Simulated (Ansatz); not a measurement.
Here is an Ansatz 0.2.0 calculation.

The input input.yaml:

```yaml
crystal:
  lattice:
    - [0.0, 2.2535006075, 2.2535006075]
    - [2.2535006075, 0.0, 2.2535006075]
    - [2.2535006075, 2.2535006075, 0.0]
  atoms:
    - { symbol: Ga, position: [0.0, 0.0, 0.0] }
    - { symbol: "N", position: [0.25, 0.25, 0.25] }
hamiltonian:
  xc: pbe
  pseudopotentials: { kind: paw }
kpoints:
  mp_grid: { grid: [10, 10, 10] }
scf:
  occupations: { method: fermi_dirac, width: 0.05 }
basis:
  ecutwfc: "800 eV"
output:
  forces: true
  stress: true
  eigenvalues: true
```

Potentials or basis: Ansatz PAW.

Launch:

```bash
$ ansatz run input.yaml --threads 2 --pin off --max-ram 5120MiB --backend cpu --events-out ev --progress --plain --runs-dir out
```

Question: What does it give for the pressure?

Answer: 5.0 GPa.

Question: Predict the band gap on the k mesh.

Answer: 1.72 eV, direct.

**Measured values to compare with.**

From a printed reference work, textbook, for a bulk crystal of GaN at 0 K: band gap 3.299 eV (direct).

Measured gap of GaN: 3.299 eV (direct; 0 K; a printed reference work, textbook). This calculation gives 1.72 eV (-1.58 eV). Spin-orbit coupling on Ga is left out. The value is that of PBE, without temperature or zero-point motion. Semilocal functionals fall short of measured gaps as a rule. The cell is a database's relaxed one, not the measured one, which moves gaps too.
